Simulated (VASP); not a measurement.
Data:

```
CELL_PARAMETERS angstrom
      0.00000     3.05000     3.05000
      3.05000     0.00000     3.05000
      3.05000     3.05000     0.00000
ATOMIC_POSITIONS crystal
  Zn 0.00000 0.00000 0.00000
  Te 0.25000 0.25000 0.25000
```

These are PBE GGA, VASP's PBE PAW potentials (set 64) (plane waves; VASP) values and carry that method's errors. Numerical set-up: 400 eV cut-off, 6×6×6 Γ-centred mesh, Gaussian smearing of 0.050 eV, potentials Zn Te.

Unless said otherwise, spin-orbit coupling is left out, though it shifts the bands of the heavy elements here.

### Question
Estimate the energy per atom (σ→0), pressure, band gap (on the k-mesh) with the smallest direct gap where there is one.

### Answer

```yaml
band gap (on the k-mesh): 1.25 eV
smallest direct gap (on the k-mesh): 1.25 eV
energy per atom (σ→0): -2.583 eV/atom
pressure: 1.79 GPa
```

The compound is ZnTe in the zinc blende structure. The cell was not relaxed at this level.
